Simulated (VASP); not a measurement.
Set up this calculation in VASP 6.6.1, as the native input.

| Item | Value |
| --- | --- |
| Task | single point |
| Functional | PBE |
| Potentials or basis | VASP PAW PBE potentials, release 64 (K_sv, Mg, F) |
| Cutoff | 520 eV |
| k mesh | 6 × 6 × 6 |
| Occupations | gaussian, width 0.05 eV |
| Spin | no spin polarisation |
| Dipole correction | no |
| Further INCAR settings | ALGO = Normal; EDIFF = 1e-06; NBANDS = 24 |

The structure of KMgF3 lies in POSCAR:

```
KMgF3
1.0
    3.9859000000      0.0000000000      0.0000000000
    0.0000000000      3.9859000000      0.0000000000
    0.0000000000      0.0000000000      3.9859000000
K Mg F
1 1 3
Direct
    0.4749115633      0.5000000000      0.5000000000
    0.0000000000      0.0000000000      0.0000000000
    0.5000000000      0.0000000000      0.0000000000
    0.0000000000      0.5000000000      0.0000000000
    0.0000000000      0.0000000000      0.5000000000
```

The cell isn't the ideal one: atom 1 (K) moved by (-0.100, +0.000) A along x and y.

These files were run (other wordings do the same):

INCAR

```
ALGO = Normal
EDIFF = 1E-6
ENCUT = 520
GGA = PE
ISIF = 2
ISMEAR = 0
LASPH = True
LCHARG = False
LREAL = False
LWAVE = False
NBANDS = 24
NELM = 60
PREC = Accurate
SIGMA = 0.05
```

KPOINTS

```
k-points
0
Gamma
  6 6 6
```

Potentials or basis: VASP PAW PBE potentials, release 64 (K_sv, Mg, F).

Command:

```sh
$ cat potpaw_PBE.64/K_sv/POTCAR potpaw_PBE.64/Mg/POTCAR potpaw_PBE.64/F/POTCAR > POTCAR
$ mpirun -np 1 vasp_std > vasp.out
```

It gave:

```json
{
 "Pressure": "3.5 GPa",
 "Largest force": "0.256 eV/Å",
 "Band gap on the k mesh": "7.31 eV, indirect (least direct gap 7.63 eV)"
}
```

Wall time 48 s on 1 thread of Intel(R) Xeon(R) Platinum 8559C (Emerald Rapids), with other jobs on the host, peak memory 0.2 GiB.
